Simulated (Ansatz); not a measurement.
System: LiH (rock salt type, first atom moved by 0.06 Å along [111]), 2 atoms in the cell.

```yaml
crystal:
  lattice:
    - [0.00000, 2.01000, 2.01000]
    - [2.01000, 0.00000, 2.01000]
    - [2.01000, 2.01000, 0.00000]
  atoms:
    - { symbol: Li, position: [0.00862, 0.00862, 0.00862] }
    - { symbol: H, position: [0.50000, 0.50000, 0.50000] }
```
Lattice in Å, positions in fractions of it.

Code and potentials: Ansatz PAW hard set, 700 eV. Settings: k-mesh 4×4×4 Γ-centred; Fermi–Dirac smearing of 0.05 eV; no spin polarisation. For HSE06: exchange singularity: Wigner-Seitz.

Plain PBE gives:

```
Pressure        : 0.03 GPa
Gap on the mesh : 3.00 eV
```

```tsv
atom	Fx (eV/Å)	Fy (eV/Å)	Fz (eV/Å)
Li1	-0.032	-0.032	-0.032
H2	0.032	0.032	0.032
```

What changes under HSE06?

The pressure falls by 0.57 GPa to -0.54 GPa; the gap goes up by 1.02 eV to 4.02 eV; the forces move by 3 meV/Å (rms):

| atom | Fx (eV/Å) | Fy (eV/Å) | Fz (eV/Å) |
| --- | --- | --- | --- |
| Li1 | -0.034 | -0.034 | -0.034 |
| H2 | 0.034 | 0.034 | 0.034 |

The stress includes the program's correction for the finite plane-wave basis.

The k-mesh is coarse, so these values belong to this mesh and can lie far from the converged ones. A gap read on the mesh is an upper bound of this method's gap, since the mesh can miss a band edge. Potentials made with PBE were used with another functional (at least in: Ansatz PAW hard set, 700 eV (HSE06)). Semilocal functionals give gaps that mostly lie well below measured ones.
